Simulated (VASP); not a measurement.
Write an ASE script for VASP 6.6.1 that does the following.

```yaml
Task: single point
Functional: PBE
Potentials_or_basis: VASP PAW PBE potentials, release 64 (Se, Ca_sv)
Cutoff: 520 eV
k_mesh: 7 × 7 × 7
Occupations: gaussian, width 0.05 eV
Spin: no spin polarisation
Further_INCAR_settings: ALGO = Normal; EDIFF = 1.00e-07
```

The structure of CaSe lies in POSCAR:

```
CaSe
1.0
    0.0000000000      3.3000000000      3.3000000000
    3.3000000000      0.0000000000      3.3000000000
    3.3000000000      3.3000000000      0.0000000000
Se Ca
1 1
Direct
    0.2500000000      0.2500000000      0.2500000000
    0.0000000000      0.0000000000      0.0000000000
```

The cell comes from a database or a generator and needn't be the stable form of this composition.

These files were run (other wordings do the same):

run.py

```python
from ase.calculators.vasp import Vasp
from ase.dft.bandgap import bandgap
from ase.io import read

atoms = read('POSCAR')
calc = Vasp(
    directory='calc',
    xc='pbe',
    pp='PBE',
    setups='recommended',
    prec='Accurate',
    encut=520,
    ediff=1e-07,
    ismear=0,
    sigma=0.05,
    lreal=False,
    lasph=True,
    nelm=100,
    algo='Normal',
    isif=2,
    lwave=False,
    lcharg=False,
    kpts=[7, 7, 7],
    gamma=True,
)
atoms.calc = calc

print('energy (eV):', atoms.get_potential_energy())
print('free energy (eV):', atoms.get_potential_energy(force_consistent=True))
print('forces (eV/A):')
print(atoms.get_forces())
print('stress (eV/A^3, Voigt):', atoms.get_stress())
print('Fermi level (eV):', calc.get_fermi_level())
gap, top, bottom = bandgap(calc)
print('band gap (eV):', gap, 'from (spin, k, band)', top, 'to', bottom)
```

Potentials or basis: VASP PAW PBE potentials, release 64 (Se, Ca_sv).

Command:

```sh
$ python run.py
```

Results of the run:

```yaml
Pressure: -0.1 GPa
Band_gap_on_the_k_mesh: 3.15 eV, indirect (least direct gap 3.24 eV)
```

Caveat: an odd mesh through Γ misses points on the zone boundary, where band edges often lie.

It took 17 s on 1 thread of Intel(R) Xeon(R) Platinum 8559C (Emerald Rapids) (shared host), peak memory 0.2 GiB.
